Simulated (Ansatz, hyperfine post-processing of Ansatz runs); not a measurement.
# K4Na2FeH3F12: isotropic lines and sites in a paramagnetic 23Na spectrum

Calculated values: DFT, PBEsol+U, plane-wave PAW, default files (PAW set soft_2), collinear spin, scalar-relativistic (Ansatz), contact and point-dipole shifts scaled to 330 K with Θ = 0 K (a pure Curie law); spin-only moments, above the ordering temperature.

```
Fe K Na F H
1.0
     5.88180    0.00000    0.00000
     0.00000    6.13851    0.00000
    -0.59702    0.00000    8.52848
Fe K Na F H
1 4 2 12 3
Direct
  0.00000 0.97808 0.50000
  0.52809 0.97505 0.72463
  0.91781 0.51007 0.22959
  0.47191 0.97505 0.27537
  0.08219 0.51007 0.77041
  0.50000 0.47371 0.50000
  0.00000 0.01933 0.00000
  0.23790 0.19842 0.51748
  0.23690 0.75191 0.51650
  0.30589 0.79505 0.98222
  0.69411 0.79505 0.01778
  0.52998 0.47205 0.76092
  0.47002 0.47205 0.23908
  0.23671 0.30591 0.05091
  0.76329 0.30591 0.94909
  0.76210 0.19842 0.48252
  0.00940 0.97166 0.27221
  0.99060 0.97166 0.72779
  0.76310 0.75191 0.48350
  0.50000 0.78143 0.00000
  0.64184 0.39362 0.86215
  0.35816 0.39362 0.13785
```

23Na MAS at 9.4 T (105.9 MHz), 20 kHz, 330 K; contact and dipolar shift alone, no orbital or quadrupolar part; lines under 1.5 % of the strongest are left out. Lines of the NMR spectrum (strongest = 100):

| position (ppm) | intensity |
| --- | --- |
| 581.2 | 6.1 |
| 770.0 | 35 |
| 958.8 | 100 |
| 1147.6 | 74 |
| 1336.5 | 43 |
| 1511.1 | 1.7 |
| 1525.3 | 12 |
| 1699.9 | 5.7 |
| 1714.1 | 45 |
| 1888.7 | 14 |
| 1902.9 | 31 |
| 2077.5 | 30 |
| 2091.7 | 29 |
| 2266.4 | 30 |
| 2280.5 | 13 |
| 2455.2 | 41 |
| 2469.3 | 4.8 |
| 2644.0 | 15 |
| 2832.8 | 41 |
| 3021.6 | 68 |
| 3210.4 | 99 |
| 3399.2 | 40 |
| 3588.0 | 7.6 |
| 3776.8 | 1.7 |

Q: Find the isotropic shifts among the lines and assign them to the Na sites.

Sidebands are spaced by 189 ppm (the spinning rate over the resonance of 105.9 MHz). An isotropic line need not be the tallest: it is the area-weighted centre of its own family of sidebands, and the one that stays put when the rate is changed. Isotropic shifts: 2833 ppm for atom 6 (4 Fe through links of 171° (4)), reduced anisotropy -1080 ppm; 1336 ppm for atom 7 (2 Fe through links of 171° (2)), reduced anisotropy 1048 ppm. The families' total areas stand as 1:1; where areas are equal the match rests on the calculation.

[Logs are printed without paths, hosts, clocks, repeated set-up lines and the standing remarks that a program may print on its own settings, such as how far it seeks lower states.]

[Hosts, paths, dates, database ids (printed as entryN), source tags and the programs' standing remarks are cut or masked in the printed files.]
